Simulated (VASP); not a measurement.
BaTiO3: relaxation of shape and atoms at fixed volume with r2SCAN

BaTiO3:

```
Ba Ti O
1.0
     2.82922    1.63345    2.32110
    -2.82922    1.63345    2.32110
     0.00000   -3.26691    2.32110
Ba Ti O
1 1 3
Direct
  0.99753 0.99753 0.99753
  0.48425 0.48425 0.48425
  0.50932 0.50932 0.01879
  0.01879 0.50932 0.50932
  0.50932 0.01879 0.50932
```

The cell isn't the ideal one: a relaxed cell with its volume scaled by 0.98.

- Program: VASP 6.6.1
- Task: relaxation of shape and atoms at fixed volume
- Functional: r2SCAN
- Potentials or basis: VASP PAW PBE potentials, release 64 (Ba_sv, Ti_sv, O)
- Cutoff: 600 eV
- k mesh: 7 × 7 × 7
- Occupations: gaussian, width 0.03 eV
- Spin: no spin polarisation
- Further INCAR settings: ALGO = Normal; EDIFF = 1e-07; IBRION = 2; EDIFFG = -0.01; NSW = 40; ISIF = 4

| Quantity | Value |
| --- | --- |
| Energy gained by relaxing | 1.0 meV/atom |
| Ionic steps | 6 |
| Pressure after relaxing | 2.5 GPa |
| Largest force after relaxing | 0.005 eV/Å |
| Band gap on the k mesh | 2.69 eV, indirect (least direct gap 2.99 eV) |

Forces on the atoms (eV/Å):
```
Ba   0.000  0.000  0.003
Ti   0.000  0.000 -0.005
O    0.000  0.005  0.001
O   -0.004 -0.002  0.001
O    0.004 -0.002  0.001
```

Step by step:
```
step  energy change (eV)  largest force (eV/Å)  pressure (GPa)
   1              0.0000                0.2282            3.67
   2             -0.0040                0.0835            2.91
   3             -0.0043                0.0491            2.65
   4             -0.0047                0.0342            2.58
   5             -0.0048                0.0187            2.52
   6             -0.0049                0.0051            2.48
```

Final structure:
```
CELL_PARAMETERS angstrom
2.83088 1.63441 2.31838
-2.83088 1.63441 2.31838
0.00000 -3.26882 2.31838
ATOMIC_POSITIONS crystal
Ba 0.99877 0.99877 0.99877
Ti 0.48735 0.48735 0.48735
O 0.50855 0.50855 0.01597
O 0.01597 0.50855 0.50856
O 0.50855 0.01597 0.50856
```

Levels at points of the mesh, in eV from the valence-band top:
```tsv
k point	band 16	band 17	band 18	band 19	band 20	band 21	band 22	band 23	band 24
(0.00, 0.00, 0.00)	-1.23	-1.04	-0.39	-0.30	-0.30	2.69	2.69	2.80	4.70
```

Run time: 6 min on 2 MPI ranks on AMD EPYC 9R45 (Zen 5), on a shared host, peak memory 0.23 GiB a rank.

Caveat: the PAW data sets were made with another functional, which shifts forces and pressure a little; spin-orbit coupling is left out, which moves the levels of the heavy elements; an odd mesh through Γ misses points on the zone boundary, where band edges often lie.
